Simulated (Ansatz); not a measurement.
# CuCl2 (P4/mmm) in Ansatz: convergence with ecutfock ratio

Aim: find how far ecutfock ratio must go before the results for CuCl2 settle, at PBE0. This setting moves, with any that are tied to it; all else stays.

Everything below comes from runs of Ansatz 0.2.0. Logs are shortened: lines on timing, memory, paths and dates and some standing lists are left out, and cuts for length are marked.

## 1. The crystal as given

It takes space group P4/mmm (No. 123, tetragonal). The conventional cell has a = 4.521 Å, b = 4.521 Å, c = 4.318 Å, α = 90.00°, β = 90.00°, γ = 90.00°. Around Cu (site symmetry 4/mmm) lie 4 Cl at 2.26 Å. Cl (site symmetry mmm) is surrounded by 2 Cu at 2.26 Å.

Measurements of this composition are mostly on another form, of space group No. 12.

## 2. With ecutfock ratio 1

Contents of input.yaml:

```yaml
crystal:
  lattice:
    - [4.520648, 0.0, 0.0]
    - [0.0, 4.520648, 0.0]
    - [0.0, 0.0, 4.317712]
  atoms:
    - { symbol: Cu, position: [0.0, 0.0, 0.0] }
    - { symbol: Cl, position: [0.0, 0.5, 0.0] }
    - { symbol: Cl, position: [0.5, 0.0, 0.0] }
hamiltonian:
  xc: pbe0
  pseudopotentials: { kind: nc }
kpoints:
  mp_grid: { grid: [3, 3, 3] }
scf:
  occupations: { method: methfessel_paxton, width: 0.1 }
  exx: { ecutfock_ratio: 1 }
output:
  forces: true
  stress: true
  eigenvalues: true
```

Potentials or basis: Ansatz NC with PseudoDojo standard (PBE files).

Command:

```
$ ansatz run input.yaml --threads 2 --pin off --max-ram 5632MiB --backend cpu --events-out ev --progress --plain --runs-dir out
```

Log:

```text
Warning: output.stress: scf.convergence.dr2_threshold = 1e-7 eV (the SCF's general default) is looser than the 3e-10 eV advised for a printed stress (1e-10 eV for each atom of the cell: 3). What an SCF threshold leaves in a stress goes as its square root, and in the free energy as the threshold itself, and one threshold admits the most on a small cell: of the crystals measured, under no hybrid functional and no lock of the moments, on runs that ended without the residual-converged pass, on stresses that held no estimate of that error, the worst erred by over 100 MPa in a component at 1e-7 eV an atom and by under 5 at 1e-10. Set scf.convergence.dr2_threshold to 3e-10 eV or tighter. The threshold is an SCF's pass mark: one that does not reach it within its budget of iterations ends unconverged, or closes short of it on a stop that the run arms, and scf.convergence.dr2_threshold's page says what that costs each kind of run
Warning: output.stress: scf.exx.energy_threshold = 1e-6 eV is looser than the 3e-8 eV advised for a stress under a hybrid functional (1e-8 eV for each atom of the cell: 3). Every SCF of the exchange loop can meet its threshold on dr2 while the loop round them stops early: no threshold on dr2 bounds what that leaves in the stress. Set scf.exx.energy_threshold to 3e-8 eV or tighter. The threshold is the loop's pass mark: a loop that does not reach it within its budget of cycles ends unconverged, and scf.exx.energy_threshold's page has the law
settings of this run that can trade accuracy for cost: scf.exx.ecutfock_ratio: 1 (norm-conserving) | under the files' recommended ratio and basis.ecutrho_ratio (paw). Do not mix this run's numbers with those of runs without the same settings; the input reference describes each key
Warning: RAYON_NUM_THREADS=2 ignored (pool sized by the plan → 2); use --threads N
Engine: ansatz 0.2.0, x86_64-unknown-linux-gnu
Pseudopotentials: kind: nc
Pseudopotential: Cu, nc, valence charge 19, recommended cutoff 1251.723767 eV (normal), Cu.nc.azcp
Pseudopotential: Cl, nc, valence charge 7, recommended cutoff 789.130201 eV (normal), Cl.nc.azcp (PseudoDojo's, or run here from an input of PseudoDojo's: the run reads no file of this project's for it)
Functional definition: PBE0
  parameter a = 0.25
  parameter kappa = 0.804
  parameter beta = 0.06672455060314922
  exchange = (1 - a)*pbe_x(kappa = kappa, mu = beta*pi^2/3) + a*exact_x
  correlation = pbe_c(beta = beta)
Crystal: 3 atoms, lattice volume = 88.238 Å³
Basis set: ecut = 1251.723767 eV, 8833 PW (Γ), exchange–correlation on 108×108×100 points (8 copies of the dense FFT grid, shifted against one another)
Bands: 21, of which v1, the nominal top of the filled ones, is band 17 counted from 1 (16 counted from 0)
Symmetry: 16 space group operations
Space group: P4/mmm (ITA 123), of the structure as read, at distance tolerance 4.5e-5 Å
k-points: 6 of 27
Non-local potential: Cu, projectors of the file, l = 0: 2, l = 1: 2, l = 2: 2, l = 3: 1
Non-local potential: Cl, projectors of the file, l = 0: 2, l = 1: 2, l = 2: 2
Initial density: superposition of atomic densities (chi_scale 0.1, normalization cell, long waves kept (reshape's long-wave potential 0.03 eV rms))
Initial wavefunctions: pseudopotential atomic-orbital guess
Functional: x = pbe(κ = 0.804, μ = 0.2195149727645171), c = pbe(β = 0.06672455060314922), warm-up for x = 0.75 pbe(κ = 0.804, μ = 0.2195149727645171) + 0.25 exact, c = pbe(β = 0.06672455060314922)
SCF iter   1: F=—  HF=-6058.123770 eV  |F-HF|=—  |Δ(HF+E_count)|=         —  Δρ=8.58e-2  dr2=4.96e0  ethr=1.00e-1  ⟨swp⟩=8.5  Hψ=437  notcnv=0
preconditioner: auto → none  [insulator: Δε(μ)=0.711 eV  Ē_g=11.431 eV  σ=0.100 eV  W_gap=0.82  n_scr=18 (ndim 8)  ℏωp=19.8 eV  f_vac=0.296  D(μ)=4.56/eV (n_scr^D=32)]
[... 41 lines left out ...]
SCF iter   4: F=—  HF=-5999.327512 eV  |F-HF|=—  |Δ(HF+E_count)|=   8.08e-5  S|Δr|=    0.00e0  Δρ=5.06e-5  dr2=7.14e-7  ethr=3.26e-11  ⟨swp⟩=5.8  Hψ=533  notcnv=0  defer=4
SCF iter   5: F=—  HF=-5999.327512 eV  |F-HF|=—  |Δ(HF+E_count)|=   2.17e-7  S|Δr|=    0.00e0  Δρ=3.98e-6  dr2=1.70e-7  ethr=3.26e-11  ⟨swp⟩=5.3  Hψ=389  notcnv=0  defer=1
SCF iter   6: F=—  HF=-5999.327513 eV  |F-HF|=—  |Δ(HF+E_count)|=   7.39e-7  S|Δr|=    0.00e0  Δρ=1.31e-5  dr2=4.80e-8  ethr=6.37e-12  ⟨swp⟩=5.7  Hψ=439  notcnv=0  defer=3
SCF iter   7: F=-5999.327513 eV  HF=-5999.327513 eV  |F-HF|=4.46e-11  |Δ(HF+E_count)|=   1.35e-8  S|Δr|=    0.00e0  Δρ=6.76e-7  dr2=1.07e-8  ethr=6.37e-12  ⟨swp⟩=4.2  Hψ=351  notcnv=0  defer=1
SCF 3 converged in 7 iterations: F = -5999.327513 eV  dr2 = 1.07e-8
  Residual-converged pass: ⟨swp⟩=3.0  Hψ=250  notcnv=0  max |occ|·‖R‖ = 2.4e-6 eV (tolerance 2.4e-6 eV)  dr2=1.07e-8  max |Δocc| = 3.0e-14
hybrid outer 2: dexx = +3.832e-6 eV, tail = 7.15e-8 eV, Δε = 5.54e-3 eV (about 1.91e-4 eV left of the loop's levels)
hybrid SCF converged: 2 outer / 17 inner (+15 warm-up), last move |dexx| = 3.83e-6 eV, tail = 7.15e-8 eV
Stability not checked: this state was not tested for a lower state beside it, because the functional holds exact exchange (a hybrid, or Hartree-Fock), whose exchange loop this test does not read (fock_operator; see scf.lower_state_search)
Free energy (F): -5999.327514 eV
Frozen-core exchange: scaled_semilocal
Harris-Foulkes:  -5999.327514 eV  (|F-HF|=4.46e-11)
Internal energy: -5999.323234 eV  (E = F + TS)
E sigma→0 (E₀):  -5999.326444 eV
Entropy (-TS):   -0.004279 eV (-1.426 meV/atom)
Fermi energy:    -0.260250 eV
--- Per-component energies (eV) ---
  E_band       = -790.401032
  E_kinetic    = 2681.318484
  E_local      = -7760.460594  (includes V_loc(G=0)·N_el)
  E_nonlocal   = -803.009130
  E_hartree    = 3028.119296
  E_xc         = -670.915754
  E_vxc        = -665.798443  (∫ρ·V_xc dr)
  E_exx        = -149.344340  (= α·E_x^exact, valence–valence)
  E_ewald      = -2325.031195
  E_smearing   = -0.004279  (= −TS)
  E_closure    = -0.000001  (closes the sum)
  Σ components = -5999.327514   (vs F -5999.327514, Δ=0.00e0)
--- Forces (eV/Å), atoms counted from 1 ---
  atom   1  Cu    -0.00000000     0.00000000     0.00000000
  atom   2  Cl     0.00000000     0.00000000     0.00000000
  atom   3  Cl    -0.00000000     0.00000000     0.00000000
  max |Σ_I F_I| component: 3.94e-30 eV/Å
--- Stress (GPa, compression-positive) ---
       -1.218153       0.000000       0.000000
        0.000000      -1.218153       0.000000
        0.000000       0.000000       0.348255
  P = ⅓ Tr σ = -0.6960 GPa (-6.960 kbar)
--- Band table (eV; the first three rows and the last of 6) ---
  k-point 0: bands = ["-116.9403", "-73.2298", "-73.2298", "-72.7561", "-16.0893", "-14.8704", "-4.1230", "-4.1230", "-3.2991", "-2.8296", "-2.8296", "-2.6203", "-2.3764", "-2.1054", "-1.1414", "-0.8447", "-0.8447", "4.8309", "8.1767", "11.4344", "12.3841"]
  k-point 1: bands = ["-116.9403", "-73.2299", "-73.2299", "-72.7560", "-16.0562", "-14.8493", "-4.0753", "-4.0753", "-3.2973", "-2.9449", "-2.8477", "-2.8477", "-2.5093", "-2.1026", "-1.4060", "-0.8178", "-0.8178", "5.5012", "8.8716", "10.7483", "11.7201"]
  k-point 2: bands = ["-116.9403", "-73.2306", "-73.2295", "-72.7561", "-15.7579", "-15.1186", "-5.3269", "-3.9229", "-3.4407", "-3.3120", "-2.8269", "-2.5608", "-1.9134", "-1.8766", "-0.9752", "-0.9545", "-0.6895", "7.0127", "9.1905", "10.9160", "11.1408"]
  k-point 5: bands = ["-116.9403", "-73.2305", "-73.2304", "-72.7561", "-15.4906", "-15.1692", "-5.8728", "-4.8339", "-4.3213", "-3.4693", "-3.3784", "-2.2285", "-1.7270", "-1.4735", "-1.1419", "-0.2999", "2.1628", "7.1060", "9.2072", "10.0436", "12.1947"]
settings of this run that can trade accuracy for cost: scf.exx.ecutfock_ratio: 1 (norm-conserving) | under the files' recommended ratio and basis.ecutrho_ratio (paw). Do not mix this run's numbers with those of runs without the same settings; the input reference describes each key
```

Run time: 37 s. Hardware: 2 threads of Intel Xeon Platinum 8488C (Sapphire Rapids), shared host; peak memory 1 GiB.

What came out:

```yaml
Free_energy: -5999.3275 eV
Pressure: -0.7 GPa
Band_gap_on_the_k_mesh: none (metal or under the smearing width)
```

## 3. With ecutfock ratio 2

Changes to input.yaml since step 2:

```diff
@@ -16,3 +16,3 @@
   occupations: { method: methfessel_paxton, width: 0.1 }
-  exx: { ecutfock_ratio: 1 }
+  exx: { ecutfock_ratio: 2 }
 output:
```

Potentials or basis: Ansatz NC with PseudoDojo standard (PBE files).

Command:

```
$ ansatz run input.yaml --threads 2 --pin off --max-ram 5632MiB --backend cpu --events-out ev --progress --plain --runs-dir out
```

Run time: 71 s. Hardware: 2 threads of Intel Xeon Platinum 8488C (Sapphire Rapids), shared host; peak memory 4.2 GiB.

Results:

```
Free energy            : -5999.3274 eV
Pressure               : -0.7 GPa
Band gap on the k mesh : none (metal or under the smearing width)
```

## 4. With ecutfock ratio 3

Changes to input.yaml since step 3:

```diff
@@ -16,3 +16,3 @@
   occupations: { method: methfessel_paxton, width: 0.1 }
-  exx: { ecutfock_ratio: 2 }
+  exx: { ecutfock_ratio: 3 }
 output:
```

Command:

```
$ ansatz run input.yaml --threads 2 --pin off --max-ram 5632MiB --backend cpu --events-out ev --progress --plain --runs-dir out
```

It took 78 s on 2 threads of Intel Xeon Platinum 8488C (Sapphire Rapids), shared host; peak memory 4.3 GiB.

Results (log left out):

```yaml
Free_energy: -5999.3274 eV
Pressure: -0.7 GPa
Band_gap_on_the_k_mesh: none (metal or under the smearing width)
```

## 5. With ecutfock ratio 4

Changes to input.yaml since step 4:

```diff
@@ -16,3 +16,3 @@
   occupations: { method: methfessel_paxton, width: 0.1 }
-  exx: { ecutfock_ratio: 3 }
+  exx: { ecutfock_ratio: 4 }
 output:
```

Command:

```
$ ansatz run input.yaml --threads 2 --pin off --max-ram 5632MiB --backend cpu --events-out ev --progress --plain --runs-dir out
```

Wall time 79 s (2 threads of Intel Xeon Platinum 8488C (Sapphire Rapids), shared host); peak memory 4.4 GiB.

The run converged. Its results:

* Free energy: -5999.3274 eV
* Pressure: -0.7 GPa
* Band gap on the k mesh: none (metal or under the smearing width)

## 6. Result

| ecutfock ratio | energy less the tightest run, at zero smearing (meV/atom) | SCF cycles | CPU time (s) | peak memory (GiB) |
| --- | --- | --- | --- | --- |
| 1 | -0.05 | 32 | 71 | 1 |
| 2 | 0.00 | 32 | 140 | 4.2 |
| 3 | 0.00 | 32 | 150 | 4.3 |
| 4 | 0.00 | 32 | 150 | 4.4 |

Against the tightest run, the energy stays within 1 meV/atom from 1 on. The tightest run that finished is the yardstick and may itself not be fully converged.

Caveats: all runs use coarse meshes; the potentials were made for another functional, which shifts forces and pressure; this functional lacks dispersion, which binds the layers, so the pressure and a relaxed spacing across them are unreliable; an odd number of electrons without spin polarisation forces a metal; a magnetic or distorted state may lie lower; the run has no spin polarisation, though such a crystal can be magnetic; the thresholds are loose for stress.
